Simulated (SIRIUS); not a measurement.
# Mo (Im-3m) in SIRIUS: a series of runs

The runs below take Mo through single point, with PBE.

Everything below comes from runs of SIRIUS 7.10.0. Logs are shortened: lines on timing, memory, paths and dates and some standing lists are left out, and cuts for length are marked. The log counts tension as positive stress, the text compression.

**1. The structure**

It takes space group Im-3m (No. 229, cubic). Conventional cell: a = 3.168 Å, b = 3.168 Å, c = 3.168 Å, α = 90.00°, β = 90.00°, γ = 90.00°. Around Mo (site symmetry m-3m) lie 8 Mo at 2.74 Å.

**2. Single point, PBE**

sirius.json reads:

```json
{
  "control": {
    "processing_unit": "cpu",
    "verbosity": 2,
    "num_bands_to_print": 14,
    "print_forces": true,
    "print_stress": true
  },
  "parameters": {
    "electronic_structure_method": "pseudopotential",
    "xc_functionals": ["XC_GGA_X_PBE", "XC_GGA_C_PBE"],
    "gk_cutoff": 6.4,
    "pw_cutoff": 20.0,
    "ngridk": [12, 12, 12],
    "shiftk": [0, 0, 0],
    "smearing": "fermi_dirac",
    "smearing_width": 0.0018374661,
    "num_bands": 14,
    "num_mag_dims": 0,
    "num_dft_iter": 100,
    "energy_tol": 1e-08,
    "density_tol": 1e-06
  },
  "iterative_solver": {
    "type": "davidson",
    "min_tolerance": 1e-09,
    "tolerance_scale": [0.1, 0.25]
  },
  "mixer": {
    "type": "anderson",
    "beta": 0.7,
    "max_history": 8
  },
  "settings": {
    "tol_ne": 1e-10
  },
  "unit_cell": {
    "lattice_vectors": [
      [-2.992965190616, 2.992965190616, 2.992965190616],
      [2.992965190616, -2.992965190616, 2.992965190616],
      [2.992965190616, 2.992965190616, -2.992965190616]
    ],
    "atom_coordinate_units": "lattice",
    "atom_types": ["Mo"],
    "atom_files": {
      "Mo": "Mo.json"
    },
    "atoms": {
      "Mo": [
        [0.0, 0.0, 0.0]
      ]
    }
  }
}
```

Potentials or basis: GBRV 1.5 PBE (ultrasoft).

Launch:

```bash
$ upf_to_json mo_pbe_v1.uspp.F.UPF
$ OMP_NUM_THREADS=1 sirius.scf --input=sirius.json --output=out.json --task=0
```

Log:

```text
[info] SIRIUS version : 7.10.0
[info] number of MPI ranks           : 1
[info] MPI grid                      : 1 1
[info] maximum number of OMP threads : 1
[fft] FFT context for density and potential
[fft] =====================================
[fft]   comm size                             : 1
[fft]   plane wave cutoff                     : 20
[fft]   grid size                             : 36 36 36   total : 46656
[fft]   grid limits                           : -17 18   -17 18   -17 18
[fft]   number of G-vectors within the cutoff : 7290
[fft]   local number of G-vectors             : 7290
[fft]   number of G-shells                    : 400
[fft] FFT context for coarse grid
[fft] =====================================
[fft]   comm size                             : 1
[fft]   plane wave cutoff                     : 12.8
[fft]   grid size                             : 24 24 24   total : 13824
[fft]   grid limits                           : -11 12   -11 12   -11 12
[fft]   number of G-vectors within the cutoff : 1903
[fft]   local number of G-vectors             : 1903
[fft]   number of G-shells                    : 121
[unit cell] lattice vectors
[unit cell]   a1 :      -2.9929651906      2.9929651906      2.9929651906
[unit cell]   a2 :       2.9929651906     -2.9929651906      2.9929651906
[unit cell]   a3 :       2.9929651906      2.9929651906     -2.9929651906
[unit cell] reciprocal lattice vectors
[unit cell]   b1 :      -0.0000000000      1.0496589347      1.0496589347
[unit cell]   b2 :       1.0496589347     -0.0000000000      1.0496589347
[unit cell]   b3 :       1.0496589347      1.0496589347     -0.0000000000
[unit cell] unit cell volume :       107.24202078 [a.u.^3]
[unit cell] 1/sqrt(omega)    :         0.09656450
[unit cell] MT volume        :         0.00000000 ( 0.00%)
[unit cell] IT volume        :       107.24202078 (100.00%)
[unit cell] number of atom types : 1
[unit cell] type id : 0 symbol : Mo mt_radius : 202.994229 num_atoms : 1
[unit cell] total number of atoms : 1
[unit cell] number of symmetry classes : 1
[unit cell] number of PAW atoms : 0
[unit cell] atom id  type id  class id             position                      vector_field
[unit cell] ------------------------------------------------------------------------------------------
[unit cell]      0        0        0      0.00000   0.00000   0.00000      0.00000   0.00000   0.00000
[unit cell] atom id         position (Cartesian, a.u.)
[unit cell] ---------------------------------------------
[unit cell]      0       0.000000    0.000000    0.000000
[unit cell] class id : 0 atom id : 0
[unit cell] minimum bond length:     5.183968
[unit cell] total number of pseudo wave-functions: 13
[sym] space group number   : 229
[sym] international symbol : Im-3m
[sym] Hall symbol          : -I 4 2 3
[sym] space group transformation matrix :
[sym]  -0.5000  0.5000  0.5000
[sym]   0.5000 -0.5000  0.5000
[... 266 lines left out ...]
[find] total charge          : 14.000000
[find] Energy
[find] --------------------------------------------------------------------------------
[find] valence_eval_sum               :      -2.08333820
[find] <rho|V^{XC}>                   :     -10.63362176
[find] <rho|E^{XC}>                   :      -9.67200433
[find] <mag|B^{XC}>                   :       0.00000000
[find] <rho|V^{H}>                    :      17.93529154
[find] one-electron contribution      :      -9.38500799 (Ha),     -18.77001597 (Ry)
[find] hartree contribution           :       8.96764577
[find] xc contribution                :      -9.67200433
[find] ewald contribution             :     -59.58052556
[find] PAW contribution               :       0.00000000
[find] smearing (-TS)                 :      -0.00009417
[find] SCF correction                 :       0.00000201
[find] Total energy                   :     -69.66989010 (Ha),    -139.33978019 (Ry)
[find] Free energy (E-TS)             :     -69.66998427 (Ha),    -139.33996854 (Ry)
[find] band gap (eV)                  :       0.00000000
[find] Efermi                         :       0.76896626
[find] iteration : 10, RMS : 4.691684654366e-07, energy difference : -8.158735909092e-10
[find] Hartree energy of density residual : 3.809031601493e-11
[find] bands are converged : true
[find] iterative solver converged : true
[find] converged after 11 SCF iterations!
[find] Charges and magnetic moments
[find] --------------------------------------------------------------------------------
[find] total charge          : 14.000000
[find] Energy
[find] --------------------------------------------------------------------------------
[find] valence_eval_sum               :      -2.08333820
[find] <rho|V^{XC}>                   :     -10.63362176
[find] <rho|E^{XC}>                   :      -9.67200433
[find] <mag|B^{XC}>                   :       0.00000000
[find] <rho|V^{H}>                    :      17.93529154
[find] one-electron contribution      :      -9.38500799 (Ha),     -18.77001597 (Ry)
[find] hartree contribution           :       8.96764577
[find] xc contribution                :      -9.67200433
[find] ewald contribution             :     -59.58052556
[find] PAW contribution               :       0.00000000
[find] smearing (-TS)                 :      -0.00009417
[find] SCF correction                 :       0.00000201
[find] Total energy                   :     -69.66989010 (Ha),    -139.33978019 (Ry)
[find] Free energy (E-TS)             :     -69.66998427 (Ha),    -139.33996854 (Ry)
[find] band gap (eV)                  :       0.00000000
[find] Efermi                         :       0.76896626
[ground_state] === stress tensor components [kbar] ===
[ground_state] === stress_kin ===
[ground_state] -26693.928378   -0.000000    0.000000
[ground_state]    -0.000000-26693.928378    0.000000
[ground_state]     0.000000    0.000000-26693.928378
[ground_state] === stress_har ===
[ground_state] -8200.678895   -0.000000    0.000000
[ground_state]    -0.000000-8200.678895    0.000000
[ground_state]     0.000000    0.000000-8200.678895
[ground_state] === stress_ewald ===
[ground_state] 54484.841501    0.000000   -0.000000
[ground_state]     0.00000054484.841501   -0.000000
[ground_state]    -0.000000   -0.00000054484.841501
[ground_state] === stress_vloc ===
[ground_state]  3444.971786    0.000000   -0.000000
[ground_state]     0.000000 3444.971786   -0.000000
[ground_state]    -0.000000   -0.000000 3444.971786
[ground_state] === stress_xc ===
[ground_state]  2878.103833    0.000000   -0.000000
[ground_state]     0.000000 2878.103833   -0.000000
[ground_state]    -0.000000   -0.000000 2878.103833
[ground_state] === stress_core ===
[ground_state]  5206.217757    0.000000   -0.000000
[ground_state]     0.000000 5206.217757   -0.000000
[ground_state]    -0.000000   -0.000000 5206.217757
[ground_state] === stress_nonloc ===
[ground_state] -18263.220423   -0.000000    0.000000
[ground_state]    -0.000000-18263.220423    0.000000
[ground_state]     0.000000    0.000000-18263.220423
[ground_state] === stress_us ===
[ground_state] -12832.070790   -0.000000    0.000000
[ground_state]    -0.000000-12832.070790    0.000000
[ground_state]     0.000000    0.000000-12832.070790
[ground_state] === stress_us_nl ===
[ground_state] -31095.291213   -0.000000    0.000000
[ground_state]    -0.000000-31095.291213    0.000000
[ground_state]     0.000000    0.000000-31095.291213
[ground_state] === stress_total ===
[ground_state]    24.236391   -0.000000    0.000000
[ground_state]    -0.000000   24.236391    0.000000
[ground_state]     0.000000    0.000000   24.236391
[ground_state] ==== total Forces in Ha/bohr =====
[ground_state] atom:    0, force:       0.0000000      0.0000000      0.0000000
[... 8 lines left out ...]
[ground_state] ==== Ewald forces from ions =====
[ground_state] atom:    0, force:       0.0000000      0.0000000      0.0000000
[~DFT_ground_state] local op. applied: 24618
[~DFT_ground_state] evp. work count: 7300.16
[~DFT_ground_state] number of iterative solver steps: 1685
```

Run time: 12 s. Hardware: 1 thread of Arm Neoverse V1, shared host; peak memory 0.2 GiB.

What came out:

- Free energy: -1895.8169 eV
- Pressure: -2.4 GPa
- Band gap on the k mesh: none (metal or under the smearing width)

**3. Single point, PBE**

Changes to sirius.json since step 2:

```diff
@@ -11,4 +11,4 @@
     "xc_functionals": ["XC_GGA_X_PBE", "XC_GGA_C_PBE"],
-    "gk_cutoff": 6.4,
-    "pw_cutoff": 20.0,
+    "gk_cutoff": 7.8,
+    "pw_cutoff": 15.6,
     "ngridk": [12, 12, 12],
```

Potentials or basis: SSSP 1.3.0 PBE efficiency.

Launch:

```bash
$ upf_to_json Mo_ONCV_PBE-1.0.oncvpsp.upf
$ OMP_NUM_THREADS=1 sirius.scf --input=sirius.json --output=out.json --task=0
```

Wall time 19 s (1 thread of Arm Neoverse V1, shared host); peak memory 0.24 GiB.

It converged, with:

```yaml
Free_energy: -1865.9792 eV
Pressure: -2.0 GPa
Band_gap_on_the_k_mesh: none (metal or under the smearing width)
```
